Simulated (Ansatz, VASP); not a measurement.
**Li: VASP beside Ansatz**

```
Li
1.0
    -1.75465    1.75465    1.75465
     1.75465   -1.75465    1.75465
     1.75465    1.75465   -1.75465
Li
1
Direct
  0.00000 0.00000 0.00000
```

Alike in both runs: task relaxation of cell and atoms; functional r2SCAN; k mesh 20 × 20 × 20; occupations fermi-dirac, width 0.08 eV; no spin polarisation.

|  | VASP | Ansatz |
| --- | --- | --- |
| version | VASP 6.6.1 | Ansatz 0.2.0 |
| potentials or method | VASP PAW PBE potentials, release 64 (Li_sv) | PAW with Ansatz's default frozen-core files, scalar-relativistic |
| plane-wave cutoff (eV) | 600 | 500 |
| valence electrons in the cell | 3 | 3 |

```tsv
	VASP	Ansatz	Ansatz less VASP
relaxed volume (Å³/atom)	20.53	21.01	+0.484
relaxed cell length with the largest relative difference (Å)	2.988	3.011	+0.0233
```

Caveats: the cutoff is under 1.25 times the usual one of these potentials, so pressure, stress and relaxed cells hold a basis-set (Pulay) error (VASP); the PAW data sets were made with another functional, which shifts forces and pressure a little (VASP).
